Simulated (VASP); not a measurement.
These are PBEsol GGA, VASP's PBE PAW potentials (set 64) (plane waves; VASP) values and carry that method's errors.

VASP ran on this input.

POSCAR:
```
ZrO2
1
    0.0000000000     2.4525927547     2.4525927547
    2.4525927547     0.0000000000     2.4525927547
    2.4525927547     2.4525927547    -0.0000000000
Zr O
1 2
Direct
  0.0000000000   0.0000000000   0.0000000000
  0.2500000000   0.2500000000   0.2500000000
  0.7500000000   0.7500000000   0.7500000000
```

### KPOINTS
```
Automatic mesh
0
Gamma
8 8 8
0 0 0
```

INCAR:
```
ALGO  =  Normal
EDIFF  =  1E-7
EDIFFG  =  -0.01
ENCUT  =  600
GGA  =  PS
IBRION  =  2
ISIF  =  3
ISMEAR  =  0
LASPH  =  .TRUE.
LCHARG  =  .FALSE.
LMAXMIX  =  4
LREAL  =  .FALSE.
LWAVE  =  .FALSE.
NELM  =  100
NSW  =  40
PREC  =  Accurate
PSTRESS  =  300
SIGMA  =  0.05
SYSTEM  =  ZrO2
```

POTCAR, in this order: Zr_sv O (PBE.64 set). Program: vasp_std.

Output

### OSZICAR
```
       N       E                     dE             d eps       ncg     rms          rms(c)
DAV:   1     0.214501839345E+03    0.21450E+03   -0.16152E+04   928   0.175E+03
DAV:   2    -0.269116784768E+02   -0.24141E+03   -0.23514E+03  1184   0.415E+02
DAV:   3    -0.350426175221E+02   -0.81309E+01   -0.81240E+01  1328   0.798E+01
DAV:   4    -0.353055057073E+02   -0.26289E+00   -0.26285E+00  1336   0.105E+01
DAV:   5    -0.353097744609E+02   -0.42688E-02   -0.42687E-02  1208   0.121E+00    0.322E+01
DAV:   6    -0.297179643475E+02    0.55918E+01   -0.29878E+01   992   0.457E+01    0.140E+01
DAV:   7    -0.296893625089E+02    0.28602E-01   -0.11309E+00  1344   0.874E+00    0.831E+00
DAV:   8    -0.296621933759E+02    0.27169E-01   -0.13437E-01  1192   0.400E+00    0.429E-01
DAV:   9    -0.296604371154E+02    0.17563E-02   -0.22637E-02  1176   0.103E+00    0.270E-01
DAV:  10    -0.296607181321E+02   -0.28102E-03   -0.50771E-03  1048   0.723E-01    0.176E-01
DAV:  11    -0.296606769274E+02    0.41205E-04   -0.12205E-03  1096   0.323E-01    0.128E-01
DAV:  12    -0.296606474063E+02    0.29521E-04   -0.13281E-04  1080   0.102E-01    0.916E-03
DAV:  13    -0.296606473520E+02    0.54269E-07   -0.10895E-05  1128   0.273E-02    0.355E-03
DAV:  14    -0.296606475208E+02   -0.16884E-06   -0.11569E-06  1168   0.814E-03    0.417E-03
DAV:  15    -0.296606474759E+02    0.44991E-07   -0.15033E-07   728   0.318E-03
   1 F= -.24135842E+02 E0= -.24135842E+02  d E =-.241358E+02
       N       E                     dE             d eps       ncg     rms          rms(c)
DAV:   1    -0.296712339213E+02   -0.10586E-01   -0.15775E-02  1112   0.138E+00    0.295E-01
DAV:   2    -0.296708439352E+02    0.38999E-03   -0.12981E-03  1136   0.336E-01    0.118E-01
DAV:   3    -0.296707607679E+02    0.83167E-04   -0.34559E-04  1488   0.168E-01    0.193E-02
DAV:   4    -0.296707640810E+02   -0.33131E-05   -0.21121E-05  1392   0.364E-02    0.188E-02
DAV:   5    -0.296707671504E+02   -0.30695E-05   -0.32861E-06  1496   0.110E-02    0.882E-03
DAV:   6    -0.296707676442E+02   -0.49380E-06   -0.33644E-06  1464   0.117E-02    0.110E-03
DAV:   7    -0.296707676217E+02    0.22509E-07   -0.49353E-08   576   0.212E-03
   2 F= -.24135796E+02 E0= -.24135796E+02  d E =0.459324E-04
       N       E                     dE             d eps       ncg     rms          rms(c)
DAV:   1    -0.296639390615E+02    0.68286E-02   -0.77156E-03  1096   0.964E-01    0.207E-01
DAV:   2    -0.296637455731E+02    0.19349E-03   -0.63664E-04  1128   0.235E-01    0.824E-02
DAV:   3    -0.296637037899E+02    0.41783E-04   -0.17004E-04  1480   0.117E-01    0.135E-02
DAV:   4    -0.296637067071E+02   -0.29172E-05   -0.10371E-05  1384   0.255E-02    0.132E-02
DAV:   5    -0.296637099312E+02   -0.32240E-05   -0.15927E-06  1496   0.767E-03    0.618E-03
DAV:   6    -0.296637121346E+02   -0.22034E-05   -0.16457E-06  1464   0.816E-03    0.780E-04
DAV:   7    -0.296637121583E+02   -0.23672E-07   -0.23858E-08   480   0.148E-03
   3 F= -.24135853E+02 E0= -.24135853E+02  d E =-.105197E-04
```

**OUTCAR**
```
------------------------ aborting loop because EDIFF is reached ----------------------------------------
  FORCE on cell =-STRESS in cart. coord.  units (eV):
  Direction    XX          YY          ZZ          XY          YZ          ZX
  --------------------------------------------------------------------------------------
  Total        5.5278950      5.5278950      5.5278950     -0.0000000      0.0000000      0.0000000
  in kB      300.0019209    300.0019209    300.0019209     -0.0000000      0.0000000      0.0000000
  external PRESSURE =       0.0019209 kB  Pullay stress =     300.0000000 kB
  volume of cell :       29.52
      direct lattice vectors                 reciprocal lattice vectors
     0.000000000  2.453044610  2.453044610    -0.203828336  0.203828336  0.203828336
     2.453044610  0.000000000  2.453044610     0.203828336 -0.203828336  0.203828336
     2.453044610  2.453044610 -0.000000000     0.203828336  0.203828336 -0.203828336
 POSITION                                       TOTAL-FORCE (eV/Angst)
 -----------------------------------------------------------------------------------
      0.00000      0.00000     -0.00000         0.000000      0.000000      0.000000
      1.22652      1.22652      1.22652        -0.000000     -0.000000      0.000000
      3.67957      3.67957      3.67957         0.000000     -0.000000     -0.000000
 -----------------------------------------------------------------------------------
    total drift:                                0.000000      0.000000      0.000000
  FREE ENERGIE OF THE ION-ELECTRON SYSTEM (eV)
  ---------------------------------------------------
  free  energy   TOTEN  =       -29.6637121583 eV

  energy  without entropy=      -29.6637121583  energy(sigma->0) =      -29.66371216
  enthalpy is  TOTEN    =       -24.1358525271 eV   P V=        5.5278596312

 reached required accuracy - stopping structural energy minimisation
```
(Selected blocks of OUTCAR.)

File CONTCAR:
```
ZrO2
   1.00000000000000
     0.0000000000000000    2.4530446099750947    2.4530446099750947
     2.4530446099750947    0.0000000000000000    2.4530446099750947
     2.4530446099750947    2.4530446099750947   -0.0000000000000000
  Zr              O
     1     2
Direct
     0.0000000000000000    0.0000000000000000    0.0000000000000000
     0.2500000000000000    0.2500000000000000    0.2500000000000000
     0.7500000000000000    0.7500000000000000    0.7500000000000000
```

The compound is ZrO2 in the fluorite structure, the high-temperature cubic form, which is unstable at 0 K; the monoclinic form is the stable one. This run relaxes it under an external pressure of 30 GPa. Symmetry was kept, so distortions that lower it aren't found.
